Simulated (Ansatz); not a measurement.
## Band table of Cr (diamond type)

```
Cr
1.0
     0.00000    2.08706    2.08706
     2.08706    0.00000    2.08706
     2.08706    2.08706    0.00000
Cr
2
Direct
  0.87500 0.87500 0.87500
  0.12500 0.12500 0.12500
```

The cell comes from a relaxation on PAW files under the same functional, begun from a prototype that needn't be the stable phase.

Computed with Ansatz 0.2.0; functional PBE, scalar-relativistic. Settings: a Γ-centred 15×15×15 k mesh, Fermi–Dirac smearing of 0.05 eV, spin-polarised from start moments Cr1 2, Cr2 2 μB. Methods: LAPW: all electrons, basis error target 1 meV/atom.

This run: volume at 0.55 of the series' base cell.

Antiferromagnetic order, which Cr and Mn prefer near zero pressure, wasn't tried. The start moments died away, and the runs ended non-magnetic.

Path points, in fractions of the reciprocal vectors: Γ (0.000, 0.000, 0.000), X (0.500, 0.000, 0.500), U (0.625, 0.250, 0.625), K (0.375, 0.375, 0.750), L (0.500, 0.500, 0.500), W (0.500, 0.250, 0.750). The distance column jumps between branches of the path. Levels in eV from the Fermi level; bands 17 to 27, counted from the lowest band of the run. The gap is zero, the pressure 204.7 GPa.

```
# k(1/Å) point b17 b18 b19 b20 b21 b22 b23 b24 b25 b26 b27
0.000 Γ -8.05 -4.61 -4.61 -2.43 -2.43 -2.43 1.60 1.60 1.60 5.51 5.51
0.188 - -7.89 -4.85 -4.53 -2.42 -2.42 -2.17 1.31 1.62 1.62 5.40 5.61
0.376 - -7.43 -5.37 -4.28 -2.39 -2.39 -1.58 0.60 1.70 1.70 5.06 5.78
0.564 - -6.74 -5.93 -3.88 -2.41 -2.41 -0.87 -0.23 1.92 1.92 4.52 5.89
0.753 - -6.42 -6.04 -3.33 -2.50 -2.50 -0.84 -0.13 2.36 2.36 3.80 5.88
0.941 - -6.77 -5.68 -2.66 -2.66 -2.65 -0.82 0.60 2.95 3.04 3.04 5.78
1.129 - -6.94 -5.85 -2.82 -2.82 -1.85 0.00 1.25 2.01 3.88 3.88 5.68
1.317 - -6.90 -6.27 -2.94 -2.94 -0.95 1.01 1.10 1.71 4.72 4.72 5.85
1.505 X -6.66 -6.66 -2.99 -2.99 0.02 0.02 1.75 1.75 5.13 5.13 6.72
1.572 - -6.68 -6.65 -3.00 -2.94 0.01 0.01 1.73 1.75 5.14 5.15 6.71
1.638 - -6.72 -6.62 -3.06 -2.82 0.00 0.01 1.64 1.74 5.16 5.21 6.69
1.705 - -6.79 -6.56 -3.15 -2.62 -0.02 0.00 1.50 1.72 5.19 5.29 6.66
1.771 - -6.86 -6.49 -3.27 -2.36 -0.04 -0.01 1.32 1.69 5.24 5.37 6.65
1.838 - -6.93 -6.39 -3.41 -2.06 -0.06 -0.02 1.11 1.66 5.30 5.41 6.48
1.904 - -6.99 -6.27 -3.58 -1.73 -0.09 -0.02 0.87 1.62 5.36 5.37 6.08
1.971 - -7.04 -6.14 -3.77 -1.39 -0.10 -0.03 0.61 1.59 5.25 5.43 5.54
2.037 U -7.05 -6.00 -3.96 -1.05 -0.12 -0.03 0.34 1.56 4.92 5.07 5.50
2.959 K -7.05 -6.00 -3.96 -1.05 -0.12 -0.03 0.34 1.56 4.92 5.07 5.50
3.159 - -6.96 -5.50 -4.54 -0.50 -0.31 -0.16 0.01 1.62 3.08 4.32 5.72
3.358 - -6.65 -5.04 -5.00 -1.23 -0.49 -0.23 0.12 1.34 2.53 3.48 5.88
3.558 - -6.29 -5.36 -4.64 -1.72 -1.43 -0.39 0.33 0.64 2.71 3.37 5.96
3.758 - -6.24 -5.48 -4.52 -2.19 -1.93 -0.68 0.35 0.61 2.13 4.17 5.95
3.957 - -6.71 -5.39 -4.56 -2.39 -2.05 -1.12 0.44 0.94 1.80 4.79 5.85
4.157 - -7.37 -5.13 -4.61 -2.39 -2.20 -1.66 0.88 1.26 1.66 5.21 5.70
4.356 - -7.87 -4.79 -4.61 -2.41 -2.36 -2.18 1.38 1.51 1.62 5.44 5.57
4.556 Γ -8.05 -4.61 -4.61 -2.43 -2.43 -2.43 1.60 1.60 1.60 5.51 5.51
4.719 - -7.93 -4.67 -4.67 -2.44 -2.31 -2.31 1.47 1.57 1.57 5.51 5.51
4.882 - -7.59 -4.81 -4.81 -2.43 -2.05 -2.05 1.09 1.49 1.49 5.49 5.49
5.045 - -7.08 -4.92 -4.92 -2.34 -1.83 -1.83 0.49 1.47 1.47 5.46 5.46
5.208 - -6.51 -4.94 -4.94 -2.06 -1.83 -1.83 -0.21 1.64 1.64 5.38 5.38
5.371 - -6.00 -4.86 -4.86 -2.08 -2.08 -1.69 -0.75 2.01 2.01 5.25 5.25
5.534 - -5.62 -4.67 -4.67 -2.47 -2.47 -1.96 -0.28 2.47 2.47 5.07 5.07
5.696 - -5.36 -4.44 -4.44 -2.87 -2.87 -2.41 0.61 2.87 2.87 4.88 4.88
5.859 L -5.27 -4.31 -4.31 -3.06 -3.06 -2.59 1.05 3.05 3.05 4.78 4.78
5.992 - -5.44 -4.50 -4.32 -2.97 -2.77 -2.39 1.08 2.92 2.99 4.75 4.84
6.126 - -5.80 -4.89 -4.26 -2.78 -2.15 -1.90 1.15 2.57 2.88 4.66 5.00
6.259 - -6.19 -5.32 -4.10 -2.53 -1.45 -1.31 1.21 2.06 2.87 4.57 5.19
6.392 - -6.51 -5.73 -3.85 -2.22 -0.79 -0.75 1.14 1.52 3.16 4.51 5.38
6.525 - -6.73 -6.09 -3.52 -1.88 -0.48 -0.28 0.95 1.16 3.82 4.56 5.54
6.658 - -6.85 -6.39 -3.12 -1.61 -0.63 -0.01 0.79 1.14 4.76 4.80 5.67
6.791 - -6.87 -6.63 -2.65 -1.69 -0.68 -0.11 0.87 1.16 5.20 5.64 5.96
6.924 W -6.79 -6.79 -2.15 -2.15 -0.41 -0.41 1.06 1.06 5.55 5.55 7.10
7.018 - -6.79 -6.79 -2.19 -2.19 -0.38 -0.38 1.07 1.07 5.55 5.55 7.05
7.112 - -6.77 -6.77 -2.31 -2.31 -0.30 -0.30 1.13 1.13 5.53 5.53 6.93
7.206 - -6.75 -6.75 -2.46 -2.46 -0.20 -0.20 1.23 1.23 5.50 5.50 6.82
7.300 - -6.73 -6.73 -2.63 -2.63 -0.11 -0.11 1.36 1.36 5.43 5.43 6.74
7.394 - -6.70 -6.70 -2.77 -2.77 -0.05 -0.05 1.50 1.50 5.33 5.33 6.71
7.488 - -6.68 -6.68 -2.89 -2.89 -0.01 -0.01 1.63 1.63 5.23 5.23 6.71
7.582 - -6.67 -6.67 -2.96 -2.96 0.01 0.01 1.72 1.72 5.16 5.16 6.72
7.676 X -6.66 -6.66 -2.99 -2.99 0.02 0.02 1.75 1.75 5.13 5.13 6.72
```
